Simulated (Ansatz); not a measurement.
Crystal: SrO.

```
Sr O
1.0
     0.00000    2.56630    2.56630
     2.56630    0.00000    2.56630
     2.56630    2.56630    0.00000
Sr O
1 1
Direct
  0.50000 0.50000 0.50000
  0.00000 0.00000 0.00000
```

Base run:

```yaml
Program: Ansatz 0.2.0
Functional: LDA
Potentials_or_basis: all-electron PAW datasets made for the crystal
Cutoff: 340 eV
Density_cutoff: 1360 eV
k_mesh: 9 × 9 × 9
Occupations: fixed
Spin: no spin polarisation
```

Its results: band gap on the k mesh 3.21 eV, indirect (least direct gap 3.29 eV); electronic dielectric tensor (diagonal) 3.86.

The run is repeated on the same cell with these changes: functional from LDA to PBE. What comes out?

Band gap on the k mesh 3.37 eV, indirect (least direct gap 3.45 eV); electronic dielectric tensor (diagonal) 3.80.

Caveats: the program warned that the printed levels may be off, so bands, gaps and densities of states are rough; an odd mesh through Γ misses points on the zone boundary, where band edges often lie.

Not every run made on this cell is shown here.
